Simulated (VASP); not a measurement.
Input of a VASP 6.6.1 run:

Contents of POSCAR:

```
NiO
1.0
    0.0000000000      2.0913095100      2.0913095100
    2.0913095100      0.0000000000      2.0913095100
    2.0913095100      2.0913095100      0.0000000000
Ni O
1 1
Direct
    0.0000000000      0.0000000000      0.0000000000
    0.5000000000      0.5000000000      0.5000000000
```

Contents of INCAR.step1:

```
ALGO     = Normal         # electronic algorithm
EDIFF    = 1E-6           # SCF threshold, eV
ENCUT    = 520            # plane-wave cutoff, eV
ISIF     = 2              # what is computed and relaxed
ISMEAR   = 0              # smearing method
ISPIN    = 2              # spin polarisation
LASPH    = True           # aspherical terms in the spheres
LCHARG   = True           # write CHGCAR
LMAXMIX  = 4              # l up to which the mixer works
LREAL    = False          # projectors in reciprocal space
LWAVE    = False          # write WAVECAR
MAGMOM   = 1 0            # initial moments
NBANDS   = 19             # bands
NELM     = 100            # most SCF steps
PREC     = Accurate       # precision mode
SIGMA    = 0.02           # smearing width, eV
```

KPOINTS.step1

```
k-points
0
Gamma
  11 11 11
```

INCAR.step2

```
ALGO     = Normal         # electronic algorithm
EDIFF    = 1E-6           # SCF threshold, eV
ENCUT    = 520            # plane-wave cutoff, eV
ICHARG   = 11             # starting density
ISIF     = 2              # what is computed and relaxed
ISMEAR   = -5             # smearing method
ISPIN    = 2              # spin polarisation
LASPH    = True           # aspherical terms in the spheres
LCHARG   = False          # write CHGCAR
LMAXMIX  = 4              # l up to which the mixer works
LORBIT   = 10             # projections on sites
LREAL    = False          # projectors in reciprocal space
LWAVE    = False          # write WAVECAR
MAGMOM   = 1 0            # initial moments
NBANDS   = 19             # bands
NEDOS    = 1001           # points of the DOS
NELM     = 100            # most SCF steps
PREC     = Accurate       # precision mode
SIGMA    = 0.02           # smearing width, eV
```

KPOINTS.step2

```
k-points
0
Gamma
  17 17 17
```

Potentials or basis: VASP PAW LDA potentials, release 64 (Ni, O).

The run is started by

```sh
$ cat potpaw_LDA.64/Ni/POTCAR potpaw_LDA.64/O/POTCAR > POTCAR
$ cp INCAR.step1 INCAR
$ cp KPOINTS.step1 KPOINTS
$ mpirun -np 1 vasp_std > vasp.out
$ cp INCAR.step2 INCAR
$ cp KPOINTS.step2 KPOINTS
$ mpirun -np 1 vasp_std > vasp.out
```

(1) Predict the site moments.

(2) What does it give for the net moment?

Answers

(1) Ni +0.28; O +0.04 μB.

(2) 0.36 μB per cell.
